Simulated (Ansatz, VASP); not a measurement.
# C in VASP and in Ansatz

The input INCAR:

```
PREC = Accurate
ENCUT = 520
EDIFF = 1E-6
ISMEAR = -1
SIGMA = 0.1
LREAL = False
LASPH = True
NELM = 60
ALGO = Normal
ISIF = 2
LWAVE = False
LCHARG = False
GGA = CA
NBANDS = 8
```

KPOINTS

```
Automatic mesh
0
Gamma
  21 21 21
```

Contents of POSCAR:

```
C
1.0
   -1.2094447720      1.2094447720      1.2094447720
    1.2094447720     -1.2094447720      1.2094447720
    1.2094447720      1.2094447720     -1.2094447720
C
1
Direct
    0.0000000000      0.0000000000      0.0000000000
```

Input for Ansatz:

```yaml
crystal:
  lattice:
    - [-1.209444772, 1.209444772, 1.209444772]
    - [1.209444772, -1.209444772, 1.209444772]
    - [1.209444772, 1.209444772, -1.209444772]
  atoms:
    - { symbol: C, position: [0.0, 0.0, 0.0] }
hamiltonian:
  xc: lda
  pseudopotentials:
    kind: paw
    azcp:
      C: "pseudopotentials/C.paw.azcp"
basis:
  ecutwfc: 420
  fft_grid_basis: typed
kpoints:
  mp_grid: { grid: [21, 21, 21], shift: [0, 0, 0] }
magnetization:
  spin_polarized: false
scf:
  occupations: { method: fermi_dirac, width: 0.1 }
  lower_state_search: "off"
output:
  stress: true
```

Alike in both runs: task single point; functional LDA; k mesh 21 × 21 × 21; occupations fermi-dirac, width 0.1 eV; no spin polarisation.

```csv
,VASP,Ansatz
version,VASP 6.6.1,Ansatz 0.2.0
potentials or method,"VASP PAW LDA potentials, release 64 (C)","plane waves (420 eV) with PAW, scalar-relativistic"
plane-wave cutoff (eV),520,420
valence electrons in the cell,4,4
```

Ansatz gave:

| Quantity | Value |
| --- | --- |
| pressure (GPa) | -20.4 |

Q: What did VASP give for the same quantities?

A: Pressure (GPa): -20.0.

Ansatz warned: «pseudo_functional_mismatch».

Caveats: so large a pressure means that the cell lies far from this level's equilibrium, or that cutoff or potentials fall short (VASP).
